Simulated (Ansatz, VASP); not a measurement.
ZrS in VASP and in Ansatz

```
CELL_PARAMETERS angstrom
0.00000 2.62500 2.62500
2.62500 0.00000 2.62500
2.62500 2.62500 0.00000
ATOMIC_POSITIONS crystal
Zr 0.00000 0.00000 0.00000
S 0.50000 0.50000 0.50000
```

Alike in both runs: task single point; functional r2SCAN; k mesh 12 × 12 × 12; occupations gaussian, width 0.1 eV; no spin polarisation.

|  | VASP | Ansatz |
| --- | --- | --- |
| version | VASP 6.6.1 | Ansatz 0.2.0 |
| potentials or method | VASP PAW PBE potentials, release 64 (Zr_sv, S) | scalar-relativistic, plane waves, PAW |
| plane-wave cutoff (eV) | 520 | 500 |
| valence electrons in the cell | 18 | 18 |

|  | VASP | Ansatz | Ansatz less VASP |
| --- | --- | --- | --- |
| gap on the k mesh at the Fermi level (eV) | none | none | - |
| pressure (GPa) | -2.0 | -2.0 | +0.02 |

A gap of «none» marks a metal or a gap that the smearing closes.

Caveats: the PAW data sets were made with another functional, which shifts forces and pressure a little (VASP).
